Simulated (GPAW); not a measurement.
# TiC (Fm-3m) in GPAW: notebook

One crystal, TiC, is run at these levels: PBEsol, PBEsol+D3, PBEsol+D3(BJ), PBEsol+D3(BJ)+ATM; tasks: relaxation of cell and atoms.

All numbers are computed with GPAW 26.7.0; they aren't measurements. Logs are shortened: lines on timing, memory, paths and dates and some standing lists are left out, and cuts for length are marked. The log counts tension as positive stress, the text compression.

## 1. The crystal as given

The structure is cubic, space group Fm-3m (No. 225). Conventional cell: a = 4.331 Å, b = 4.331 Å, c = 4.331 Å, α = 90.00°, β = 90.00°, γ = 90.00°. Ti (site symmetry m-3m) has 6 C at 2.17 Å as nearest neighbours. C (site symmetry m-3m) is surrounded by 6 Ti at 2.17 Å.

The cell is a database's computed one.

## 2. Relaxation of cell and atoms, PBEsol

File run.py:

```python
from ase import Atoms
from ase.filters import FrechetCellFilter
from ase.io import write
from ase.optimize import BFGS
from gpaw import GPAW, PW, setup_paths

setup_paths.insert(0, '.')

atoms = Atoms(['Ti', 'C'],
              cell=[[0.0, 2.1657188437, 2.1657188437],
                    [2.1657188437, 0.0, 2.1657188437],
                    [2.1657188437, 2.1657188437, 0.0]],
              scaled_positions=[[0.0, 0.0, 0.0],
                                [0.5, 0.5, 0.5]],
              pbc=True)

calc = GPAW(mode=PW(800),
            xc='PBEsol',
            kpts={'size': (11, 11, 11), 'gamma': True},
            occupations={'name': 'fermi-dirac', 'width': 0.05},
            nbands=18,
            convergence={'density': 1e-05, 'forces': 0.0001},
            maxiter=150,
            txt='gpaw.txt')
atoms.calc = calc
opt = BFGS(FrechetCellFilter(atoms), trajectory='relax.traj', logfile='-')
done = opt.run(fmax=0.02, steps=60)
calc.write('gs.gpw')
write('result.traj', atoms)
print('Converged:', done)
print('Cell:', atoms.cell.cellpar().round(4))
print('Volume:', round(atoms.get_volume(), 4))
print(atoms.get_scaled_positions().round(5))
```

Potentials or basis: PAW data sets generated in the run's folder for this functional, pw.

The run is started by

```console
$ gpaw-setup -f PBEsol C Ti
$ OMP_NUM_THREADS=1 python run.py
```

gpaw.txt:

```text
__  _  _
 | _ |_)|_||  |
 |__||  | ||/\| - 26.7.0

Input parameters:
  mode=PW(ecut=800.0),
  convergence={'density': 1e-05, 'forces': 0.0001},
  kpts=MonkhorstPack(size=(11, 11, 11), gamma=True),
  maxiter=150,
  nbands=18,
  occupations=Occupations(name='fermi-dirac', width=0.05),
  xc=XC(name='PBEsol')

Diagonalizing LCAO Hamiltonian
Converting LCAO to pw mode

              C

       Ti

Atoms  # Å, Bohr magnetons
|   | symbol |        x |        y |        z |    initial magnetic moments |
|---|--------|----------|----------|----------|-----------------------------|
| 0 |     Ti | 0.000000 | 0.000000 | 0.000000 | ( 0.0000,  0.0000,  0.0000) |
| 1 |      C | 2.165719 | 2.165719 | 2.165719 | ( 0.0000,  0.0000,  0.0000) |

Unit cell  # Å
| periodic |        x |        y |        z |  lengths |    angles |
|----------|----------|----------|----------|----------|-----------|
|      yes | 0.000000 | 2.165719 | 2.165719 | 3.062789 | 60.000000 |
|      yes | 2.165719 | 0.000000 | 2.165719 | 3.062789 | 60.000000 |
|      yes | 2.165719 | 2.165719 | 0.000000 | 3.062789 | 60.000000 |

Number of symmetries: 48
Symmetry operations  # r_c * U_cc + t_c -> r_c
|    | kind |            matrix            |
|----|------|------------------------------|
|  0 |  σ   |  1, 0, 0,  1, 0,-1,  1,-1, 0 |
|  1 |  C2  |  1, 0, 0,  1,-1, 0,  1, 0,-1 |
|  2 |  E   |  1, 0, 0,  0, 1, 0,  0, 0, 1 |
|  3 |  σ   |  1, 0, 0,  0, 0, 1,  0, 1, 0 |
|  4 |  C4  |  1, 0,-1,  1, 0, 0,  1,-1, 0 |
|  5 |  S6  |  1, 0,-1,  1,-1, 0,  1, 0, 0 |
|  6 |  σ   |  1, 0,-1,  0, 1,-1,  0, 0,-1 |
|  7 |  C3  |  1, 0,-1,  0, 0,-1,  0, 1,-1 |
|  8 |  S6  |  1,-1, 0,  1, 0, 0,  1, 0,-1 |
|  9 |  C4  |  1,-1, 0,  1, 0,-1,  1, 0, 0 |
| 10 |  C3  |  1,-1, 0,  0,-1, 1,  0,-1, 0 |
| 11 |  σ   |  1,-1, 0,  0,-1, 0,  0,-1, 1 |
| 12 |  σ   |  0, 1, 0,  1, 0, 0,  0, 0, 1 |
| 13 |  C4  |  0, 1, 0,  0, 1,-1, -1, 1, 0 |
| 14 |  C3  |  0, 1, 0,  0, 0, 1,  1, 0, 0 |
| 15 |  S6  |  0, 1, 0, -1, 1, 0,  0, 1,-1 |
| 16 |  C2  |  0, 1,-1,  1, 0,-1,  0, 0,-1 |
| 17 |  σ   |  0, 1,-1,  0, 1, 0, -1, 1, 0 |
| 18 |  S4  |  0, 1,-1,  0, 0,-1,  1, 0,-1 |
| 19 |  C4  |  0, 1,-1, -1, 1, 0,  0, 1, 0 |
| 20 |  C3  |  0, 0, 1,  1, 0, 0,  0, 1, 0 |
| 21 |  σ   |  0, 0, 1,  0, 1, 0,  1, 0, 0 |
| 22 |  S6  |  0, 0, 1,  0,-1, 1, -1, 0, 1 |
| 23 |  C4  |  0, 0, 1, -1, 0, 1,  0,-1, 1 |
| 24 |  S4  |  0, 0,-1,  1, 0,-1,  0, 1,-1 |
| 25 |  C3  |  0, 0,-1,  0, 1,-1,  1, 0,-1 |
| 26 |  C2  |  0, 0,-1,  0,-1, 0, -1, 0, 0 |
| 27 |  S6  |  0, 0,-1, -1, 0, 0,  0,-1, 0 |
| 28 |  S4  |  0,-1, 1,  1,-1, 0,  0,-1, 0 |
| 29 |  C4  |  0,-1, 1,  0, 0, 1, -1, 0, 1 |
| 30 |  C2  |  0,-1, 1,  0,-1, 0,  1,-1, 0 |
| 31 |  σ   |  0,-1, 1, -1, 0, 1,  0, 0, 1 |
| 32 |  C3  |  0,-1, 0,  1,-1, 0,  0,-1, 1 |
| 33 |  S6  |  0,-1, 0,  0, 0,-1, -1, 0, 0 |
[... 180 lines left out ...]
Fermi level: 10.144
Eigenvalues  # (at kpt = [0.000, 0.000, 0.000])
| band index |      eig [eV] | occ [0-2] |
|------------|---------------|-----------|
|          0 |       -46.205 |     2.000 |
|          1 |       -22.356 |     2.000 |
|          2 |       -22.356 |     2.000 |
|          3 |       -22.356 |     2.000 |
|          4 |        -2.278 |     2.000 |
|          5 |        10.759 |     0.000 |
|          6 |        10.759 |     0.000 |
|          7 |        10.759 |     0.000 |
|          8 |        11.784 |     0.000 |
|          9 |        11.784 |     0.000 |
|         10 |        11.784 |     0.000 |
|         11 |        11.833 |     0.000 |
|         12 |        11.833 |     0.000 |
|        ... |               |           |
|         17 |        29.897 |     0.000 |

No gap
No difference between direct/indirect transitions

Stress tensor  # eV/Ang^3
|        x |        y |        z |
|----------|----------|----------|
| 0.036515 | 0.000000 | 0.000000 |
| 0.000000 | 0.036515 | 0.000000 |
| 0.000000 | 0.000000 | 0.036515 |

Forces  # eV/Ang
|       x |        y |        z |
|---------|----------|----------|
| 0.00000 | -0.00000 | -0.00000 |  # Ti   0
| 0.00000 | -0.00000 | -0.00000 |  # C    1

Interpolating wave functions to new cell

              C

       Ti

Atoms  # Å, Bohr magnetons
|   | symbol |        x |         y |         z |    initial magnetic moments |
|---|--------|----------|-----------|-----------|-----------------------------|
| 0 |     Ti | 0.000000 | -0.000000 | -0.000000 | ( 0.0000,  0.0000,  0.0000) |
| 1 |      C | 2.159989 |  2.159989 |  2.159989 | ( 0.0000,  0.0000,  0.0000) |

Unit cell  # Å
| periodic |        x |         y |         z |  lengths |    angles |
|----------|----------|-----------|-----------|----------|-----------|
|      yes | 0.000000 |  2.159989 |  2.159989 | 3.054685 | 60.000000 |
|      yes | 2.159989 | -0.000000 |  2.159989 | 3.054685 | 60.000000 |
|      yes | 2.159989 |  2.159989 | -0.000000 | 3.054685 | 60.000000 |

Number of symmetries: 48
Symmetry operations  # r_c * U_cc + t_c -> r_c
|    | kind |            matrix            |
|----|------|------------------------------|
|  0 |  σ   |  1, 0, 0,  1, 0,-1,  1,-1, 0 |
|  1 |  C2  |  1, 0, 0,  1,-1, 0,  1, 0,-1 |
|  2 |  E   |  1, 0, 0,  0, 1, 0,  0, 0, 1 |
|  3 |  σ   |  1, 0, 0,  0, 0, 1,  0, 1, 0 |
|  4 |  C4  |  1, 0,-1,  1, 0, 0,  1,-1, 0 |
|  5 |  S6  |  1, 0,-1,  1,-1, 0,  1, 0, 0 |
|  6 |  σ   |  1, 0,-1,  0, 1,-1,  0, 0,-1 |
|  7 |  C3  |  1, 0,-1,  0, 0,-1,  0, 1,-1 |
|  8 |  S6  |  1,-1, 0,  1, 0, 0,  1, 0,-1 |
|  9 |  C4  |  1,-1, 0,  1, 0,-1,  1, 0, 0 |
| 10 |  C3  |  1,-1, 0,  0,-1, 1,  0,-1, 0 |
| 11 |  σ   |  1,-1, 0,  0,-1, 0,  0,-1, 1 |
| 12 |  σ   |  0, 1, 0,  1, 0, 0,  0, 0, 1 |
| 13 |  C4  |  0, 1, 0,  0, 1,-1, -1, 1, 0 |
| 14 |  C3  |  0, 1, 0,  0, 0, 1,  1, 0, 0 |
| 15 |  S6  |  0, 1, 0, -1, 1, 0,  0, 1,-1 |
| 16 |  C2  |  0, 1,-1,  1, 0,-1,  0, 0,-1 |
| 17 |  σ   |  0, 1,-1,  0, 1, 0, -1, 1, 0 |
| 18 |  S4  |  0, 1,-1,  0, 0,-1,  1, 0,-1 |
| 19 |  C4  |  0, 1,-1, -1, 1, 0,  0, 1, 0 |
| 20 |  C3  |  0, 0, 1,  1, 0, 0,  0, 1, 0 |
| 21 |  σ   |  0, 0, 1,  0, 1, 0,  1, 0, 0 |
| 22 |  S6  |  0, 0, 1,  0,-1, 1, -1, 0, 1 |
| 23 |  C4  |  0, 0, 1, -1, 0, 1,  0,-1, 1 |
| 24 |  S4  |  0, 0,-1,  1, 0,-1,  0, 1,-1 |
| 25 |  C3  |  0, 0,-1,  0, 1,-1,  1, 0,-1 |
| 26 |  C2  |  0, 0,-1,  0,-1, 0, -1, 0, 0 |
| 27 |  S6  |  0, 0,-1, -1, 0, 0,  0,-1, 0 |
| 28 |  S4  |  0,-1, 1,  1,-1, 0,  0,-1, 0 |
| 29 |  C4  |  0,-1, 1,  0, 0, 1, -1, 0, 1 |
| 30 |  C2  |  0,-1, 1,  0,-1, 0,  1,-1, 0 |
| 31 |  σ   |  0,-1, 1, -1, 0, 1,  0, 0, 1 |
| 32 |  C3  |  0,-1, 0,  1,-1, 0,  0,-1, 1 |
| 33 |  S6  |  0,-1, 0,  0, 0,-1, -1, 0, 0 |
[... 182 lines left out ...]
|          0 |       -46.080 |     2.000 |
|          1 |       -22.227 |     2.000 |
|          2 |       -22.227 |     2.000 |
|          3 |       -22.227 |     2.000 |
|          4 |        -2.213 |     2.000 |
|          5 |        10.863 |     0.000 |
|          6 |        10.863 |     0.000 |
|          7 |        10.863 |     0.000 |
|          8 |        11.895 |     0.000 |
|          9 |        11.895 |     0.000 |
|         10 |        11.895 |     0.000 |
|         11 |        11.951 |     0.000 |
|         12 |        11.951 |     0.000 |
|        ... |               |           |
|         17 |        30.109 |     0.000 |

No gap
No difference between direct/indirect transitions

Stress tensor  # eV/Ang^3
|        x |        y |        z |
|----------|----------|----------|
| 0.024148 | 0.000000 | 0.000000 |
| 0.000000 | 0.024148 | 0.000000 |
| 0.000000 | 0.000000 | 0.024148 |

Forces  # eV/Ang
|        x |        y |        z |
|----------|----------|----------|
|  0.00000 | -0.00000 | -0.00000 |  # Ti   0
| -0.00000 | -0.00000 | -0.00000 |  # C    1

Interpolating wave functions to new cell

              C

       Ti

Atoms  # Å, Bohr magnetons
|   | symbol |        x |         y |         z |    initial magnetic moments |
|---|--------|----------|-----------|-----------|-----------------------------|
| 0 |     Ti | 0.000000 | -0.000000 | -0.000000 | ( 0.0000,  0.0000,  0.0000) |
| 1 |      C | 2.149099 |  2.149099 |  2.149099 | ( 0.0000,  0.0000,  0.0000) |

Unit cell  # Å
| periodic |         x |         y |         z |  lengths |    angles |
|----------|-----------|-----------|-----------|----------|-----------|
|      yes | -0.000000 |  2.149099 |  2.149099 | 3.039285 | 60.000000 |
|      yes |  2.149099 | -0.000000 |  2.149099 | 3.039285 | 60.000000 |
|      yes |  2.149099 |  2.149099 | -0.000000 | 3.039285 | 60.000000 |

Number of symmetries: 48
Symmetry operations  # r_c * U_cc + t_c -> r_c
|    | kind |            matrix            |
|----|------|------------------------------|
|  0 |  σ   |  1, 0, 0,  1, 0,-1,  1,-1, 0 |
|  1 |  C2  |  1, 0, 0,  1,-1, 0,  1, 0,-1 |
|  2 |  E   |  1, 0, 0,  0, 1, 0,  0, 0, 1 |
|  3 |  σ   |  1, 0, 0,  0, 0, 1,  0, 1, 0 |
|  4 |  C4  |  1, 0,-1,  1, 0, 0,  1,-1, 0 |
|  5 |  S6  |  1, 0,-1,  1,-1, 0,  1, 0, 0 |
|  6 |  σ   |  1, 0,-1,  0, 1,-1,  0, 0,-1 |
|  7 |  C3  |  1, 0,-1,  0, 0,-1,  0, 1,-1 |
|  8 |  S6  |  1,-1, 0,  1, 0, 0,  1, 0,-1 |
|  9 |  C4  |  1,-1, 0,  1, 0,-1,  1, 0, 0 |
| 10 |  C3  |  1,-1, 0,  0,-1, 1,  0,-1, 0 |
| 11 |  σ   |  1,-1, 0,  0,-1, 0,  0,-1, 1 |
| 12 |  σ   |  0, 1, 0,  1, 0, 0,  0, 0, 1 |
| 13 |  C4  |  0, 1, 0,  0, 1,-1, -1, 1, 0 |
| 14 |  C3  |  0, 1, 0,  0, 0, 1,  1, 0, 0 |
| 15 |  S6  |  0, 1, 0, -1, 1, 0,  0, 1,-1 |
| 16 |  C2  |  0, 1,-1,  1, 0,-1,  0, 0,-1 |
| 17 |  σ   |  0, 1,-1,  0, 1, 0, -1, 1, 0 |
| 18 |  S4  |  0, 1,-1,  0, 0,-1,  1, 0,-1 |
| 19 |  C4  |  0, 1,-1, -1, 1, 0,  0, 1, 0 |
| 20 |  C3  |  0, 0, 1,  1, 0, 0,  0, 1, 0 |
| 21 |  σ   |  0, 0, 1,  0, 1, 0,  1, 0, 0 |
| 22 |  S6  |  0, 0, 1,  0,-1, 1, -1, 0, 1 |
| 23 |  C4  |  0, 0, 1, -1, 0, 1,  0,-1, 1 |
| 24 |  S4  |  0, 0,-1,  1, 0,-1,  0, 1,-1 |
| 25 |  C3  |  0, 0,-1,  0, 1,-1,  1, 0,-1 |
| 26 |  C2  |  0, 0,-1,  0,-1, 0, -1, 0, 0 |
| 27 |  S6  |  0, 0,-1, -1, 0, 0,  0,-1, 0 |
| 28 |  S4  |  0,-1, 1,  1,-1, 0,  0,-1, 0 |
| 29 |  C4  |  0,-1, 1,  0, 0, 1, -1, 0, 1 |
| 30 |  C2  |  0,-1, 1,  0,-1, 0,  1,-1, 0 |
| 31 |  σ   |  0,-1, 1, -1, 0, 1,  0, 0, 1 |
| 32 |  C3  |  0,-1, 0,  1,-1, 0,  0,-1, 1 |
| 33 |  S6  |  0,-1, 0,  0, 0,-1, -1, 0, 0 |
[... 178 lines left out ...]
Fermi level: 10.443
Eigenvalues  # (at kpt = [0.000, 0.000, 0.000])
| band index |      eig [eV] | occ [0-2] |
|------------|---------------|-----------|
|          0 |       -45.840 |     2.000 |
|          1 |       -21.979 |     2.000 |
|          2 |       -21.979 |     2.000 |
|          3 |       -21.979 |     2.000 |
|          4 |        -2.087 |     2.000 |
|          5 |        11.063 |     0.000 |
|          6 |        11.063 |     0.000 |
|          7 |        11.063 |     0.000 |
|          8 |        12.109 |     0.000 |
|          9 |        12.109 |     0.000 |
|         10 |        12.109 |     0.000 |
|         11 |        12.179 |     0.000 |
|         12 |        12.179 |     0.000 |
|        ... |               |           |
|         17 |        30.519 |     0.000 |

No gap
No difference between direct/indirect transitions

Stress tensor  # eV/Ang^3
|         x |         y |         z |
|-----------|-----------|-----------|
| -0.000587 | -0.000000 | -0.000000 |
| -0.000000 | -0.000587 |  0.000000 |
| -0.000000 |  0.000000 | -0.000587 |

Forces  # eV/Ang
|        x |        y |       z |
|----------|----------|---------|
| -0.00000 | -0.00000 | 0.00000 |  # Ti   0
| -0.00000 | -0.00000 | 0.00000 |  # C    1

# Writing to gs.gpw (mode='')
```

Run time: 39 s. Hardware: 1 thread of Arm Neoverse V2, shared host; peak memory 0.21 GiB.

What came out:

* Free energy: -18.6487 eV
* Relaxed volume: 9.93 Å³/atom
* Relaxed cell: a = 3.039 Å, b = 3.039 Å, c = 3.039 Å, α = 60.00°, β = 60.00°, γ = 60.00°
* Space group after relaxing (to 0.05 Å): Fm-3m (No. 225)
* Energy gained by relaxing: 3.4 meV/atom
* Ionic steps: 3
* Pressure after relaxing: 0.1 GPa
* Band gap on the k mesh: none (metal or under the smearing width)

The path:
| step | energy change (eV) | largest force (eV/Å) | pressure (GPa) | volume (Å³) |
| --- | --- | --- | --- | --- |
| 1 | 0.0000 | 0.0000 | -5.85 | 20.32 |
| 2 | -0.0043 | 0.0000 | -3.87 | 20.16 |
| 3 | -0.0069 | 0.0000 | 0.09 | 19.85 |

Final structure:
```cif
data_structure
_symmetry_space_group_name_H-M 'P 1'
_symmetry_Int_Tables_number 1
_cell_length_a 3.0393
_cell_length_b 3.0393
_cell_length_c 3.0393
_cell_angle_alpha 60.000
_cell_angle_beta 60.000
_cell_angle_gamma 60.000
_cell_volume 19.85
loop_
_atom_site_label
_atom_site_type_symbol
_atom_site_fract_x
_atom_site_fract_y
_atom_site_fract_z
_atom_site_occupancy
Ti1 Ti 0.00000 0.00000 0.00000 1
C1 C 0.50000 0.50000 0.50000 1
```

Caveat: later steps reuse the first step's grids.

## 3. Relaxation of cell and atoms, PBEsol+D3

run.py: that of step 2 with these lines changed.

```diff
@@ -1,2 +1,3 @@
 from ase import Atoms
+from ase.calculators.mixing import SumCalculator
 from ase.filters import FrechetCellFilter
@@ -4,2 +5,3 @@
 from ase.optimize import BFGS
+from dftd3.ase import DFTD3
 from gpaw import GPAW, PW, setup_paths
@@ -24,3 +26,3 @@
             txt='gpaw.txt')
-atoms.calc = calc
+atoms.calc = SumCalculator([calc, DFTD3(method='pbesol', damping='d3zero')])
 opt = BFGS(FrechetCellFilter(atoms), trajectory='relax.traj', logfile='-')
```

Potentials or basis: PAW data sets generated in the run's folder for this functional, pw.

The run is started by

```console
$ gpaw-setup -f PBEsol C Ti
$ OMP_NUM_THREADS=1 python run.py
```

Run time: 41 s. Hardware: 1 thread of Arm Neoverse V2, shared host; peak memory 0.22 GiB.

Results (log left out):

| Quantity | Value |
| --- | --- |
| Free energy | -19.1359 eV |
| Relaxed volume | 9.76 Å³/atom |
| Relaxed cell | a = 3.023 Å, b = 3.023 Å, c = 3.023 Å, α = 60.00°, β = 60.00°, γ = 60.00° |
| Space group after relaxing (to 0.05 Å) | Fm-3m (No. 225) |
| Energy gained by relaxing | 10.9 meV/atom |
| Ionic steps | 3 |
| Pressure after relaxing | 0.3 GPa |
| Band gap on the k mesh | none (metal or under the smearing width) |
| Dispersion energy per atom | -0.247 eV |

Step by step:
| step | energy change (eV) | largest force (eV/Å) | pressure (GPa) | volume (Å³) |
| --- | --- | --- | --- | --- |
| 1 | 0.0000 | 0.0000 | -9.89 | 20.32 |
| 2 | -0.0131 | 0.0000 | -6.62 | 20.04 |
| 3 | -0.0218 | 0.0000 | 0.28 | 19.53 |

Final structure:
```
CELL_PARAMETERS angstrom
0.00000 2.13732 2.13732
2.13732 0.00000 2.13732
2.13732 2.13732 0.00000
ATOMIC_POSITIONS crystal
Ti 0.00000 0.00000 0.00000
C 0.50000 0.50000 0.50000
```

Levels at points of the mesh, in eV from the Fermi level:
| k point | band 5 | band 6 | band 7 | band 8 | band 9 | band 10 | band 11 | band 12 |
| --- | --- | --- | --- | --- | --- | --- | --- | --- |
| (0.00, 0.00, 0.00) | -12.61 | 0.62 | 0.62 | 0.62 | 1.69 | 1.69 | 1.69 | 1.77 |

Caveat: later steps reuse the first step's grids; pairwise dispersion overbinds metals, which lowers pressure and volume.

## 4. Relaxation of cell and atoms, PBEsol+D3(BJ)

run.py: that of step 3 with these lines changed.

```diff
@@ -26,3 +26,3 @@
             txt='gpaw.txt')
-atoms.calc = SumCalculator([calc, DFTD3(method='pbesol', damping='d3zero')])
+atoms.calc = SumCalculator([calc, DFTD3(method='pbesol', damping='d3bj')])
 opt = BFGS(FrechetCellFilter(atoms), trajectory='relax.traj', logfile='-')
```

The run is started by

```console
$ gpaw-setup -f PBEsol C Ti
$ OMP_NUM_THREADS=1 python run.py
```

Run time: 48 s. Hardware: 1 thread of Arm Neoverse V2, shared host; peak memory 0.24 GiB.

It converged, with:

* Free energy: -19.4927 eV
* Relaxed volume: 9.68 Å³/atom
* Relaxed cell: a = 3.014 Å, b = 3.014 Å, c = 3.014 Å, α = 60.00°, β = 60.00°, γ = 60.00°
* Space group after relaxing (to 0.05 Å): Fm-3m (No. 225)
* Energy gained by relaxing: 17.5 meV/atom
* Ionic steps: 4
* Pressure after relaxing: 0.0 GPa
* Band gap on the k mesh: none (metal or under the smearing width)
* Dispersion energy per atom: -0.428 eV

The path:
```
step  energy change (eV)  largest force (eV/Å)  pressure (GPa)  volume (Å³)
   1              0.0000                0.0000          -12.38        20.32
   2             -0.0208                0.0000           -8.32        19.98
   3             -0.0349                0.0000            0.45        19.33
   4             -0.0350                0.0000           -0.01        19.36
```

Final structure:
```yaml
crystal:
  lattice:
    - [0.00000, 2.13133, 2.13133]
    - [2.13133, 0.00000, 2.13133]
    - [2.13133, 2.13133, 0.00000]
  atoms:
    - { symbol: Ti, position: [0.00000, 0.00000, 0.00000] }
    - { symbol: C, position: [0.50000, 0.50000, 0.50000] }
```

Levels at points of the mesh, in eV from the Fermi level:
| k point | band 6 | band 7 | band 8 | band 9 | band 10 | band 11 |
| --- | --- | --- | --- | --- | --- | --- |
| (0.00, 0.00, 0.00) | 0.62 | 0.62 | 0.62 | 1.69 | 1.69 | 1.69 |

Caveat: later steps reuse the first step's grids; pairwise dispersion overbinds metals, which lowers pressure and volume.

## 5. Relaxation of cell and atoms, PBEsol+D3(BJ)+ATM

run.py: that of step 4 with these lines changed.

```diff
@@ -26,3 +26,3 @@
             txt='gpaw.txt')
-atoms.calc = SumCalculator([calc, DFTD3(method='pbesol', damping='d3bj')])
+atoms.calc = SumCalculator([calc, DFTD3(damping='d3bj', params_tweaks=dict(method='pbesol', atm=True))])
 opt = BFGS(FrechetCellFilter(atoms), trajectory='relax.traj', logfile='-')
```

The run is started by

```console
$ gpaw-setup -f PBEsol C Ti
$ OMP_NUM_THREADS=1 python run.py
```

Wall time 52 s (1 thread of Arm Neoverse V2, shared host); peak memory 0.23 GiB.

The run converged. Its results:

```
Free energy                            : -19.4008 eV
Relaxed volume                         : 9.73 Å³/atom
Relaxed cell                           : a = 3.020 Å, b = 3.020 Å, c = 3.020 Å, α = 60.00°, β = 60.00°, γ = 60.00°
Space group after relaxing (to 0.05 Å) : Fm-3m (No. 225)
Energy gained by relaxing              : 13.6 meV/atom
Ionic steps                            : 4
Pressure after relaxing                : 0.0 GPa
Band gap on the k mesh                 : none (metal or under the smearing width)
Dispersion energy per atom             : -0.380 eV
```

Step by step:
| step | energy change (eV) | largest force (eV/Å) | pressure (GPa) | volume (Å³) |
| --- | --- | --- | --- | --- |
| 1 | 0.0000 | 0.0000 | -11.04 | 20.32 |
| 2 | -0.0164 | 0.0000 | -7.38 | 20.01 |
| 3 | -0.0272 | 0.0000 | 0.35 | 19.44 |
| 4 | -0.0273 | 0.0000 | -0.01 | 19.47 |

Final structure:
```
CELL_PARAMETERS angstrom
0.00000 2.13516 2.13516
2.13516 0.00000 2.13516
2.13516 2.13516 0.00000
ATOMIC_POSITIONS crystal
Ti 0.00000 0.00000 0.00000
C 0.50000 0.50000 0.50000
```

Levels at points of the mesh, in eV from the Fermi level:
```csv
k point,band 4,band 5,band 6,band 7,band 8,band 9,band 10,band 11,band 12,band 13
"(0.00, 0.00, 0.00)",-32.36,-12.62,0.62,0.62,0.62,1.69,1.69,1.69,1.78,1.78
```

Caveat: later steps reuse the first step's grids; pairwise dispersion overbinds metals, which lowers pressure and volume.

## 6. Overview

| level | gap on the mesh (eV) | pressure (GPa) | relaxed volume (Å³/atom) |
| --- | --- | --- | --- |
| PBEsol | none | 0.1 | 9.93 |
| PBEsol+D3 | none | 0.3 | 9.76 |
| PBEsol+D3(BJ) | none | 0.0 | 9.68 |
| PBEsol+D3(BJ)+ATM | none | 0.0 | 9.73 |

Alike in all rows: task relaxation of cell and atoms; potentials or basis PAW data sets generated in the run's folder for this functional, pw; no spin polarisation; cell relaxed; k mesh 11 × 11 × 11; cutoff (eV) 800; smearing fermi-dirac 0.05 eV.

Caveats: later steps reuse the first step's grids; pairwise dispersion overbinds metals, which lowers pressure and volume (some runs).

Absolute energies hang on the potentials; compare differences alone.
